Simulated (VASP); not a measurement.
Here is the system:

```xyz
4
Lattice="3.6238 0.0000 0.0000 -1.8119 3.1383 0.0000 0.0000 0.0000 3.8697" Properties=species:S:1:pos:R:3 pbc="T T T"
Li     0.0000     0.0000     1.9348
Li     0.0000     2.0922     0.0000
Li     1.8119     1.0461     0.0000
N      0.0000     0.0000     0.0000
```

Calculation: PBE GGA, VASP's PBE PAW potentials (set 64) (plane waves; VASP). Numerical set-up: 400 eV cut-off, 9×9×7 Γ-centred mesh, Gaussian smearing of 0.020 eV, potentials Li_sv N.

At this cut-off the stress carries a Pulay error, which pulls relaxed volumes low.

Q: Give the stress tensor in GPa (positive for a compressed cell).

A: 
```
-5.79   0.00   0.00
 0.00  -5.79   0.00
 0.00   0.00  -6.60
```
The pressure is its mean diagonal, -6.06 GPa.

The structure comes from a computed database's Li3N entry; how it stands against other phases isn't given here. The cell was not relaxed at this level.
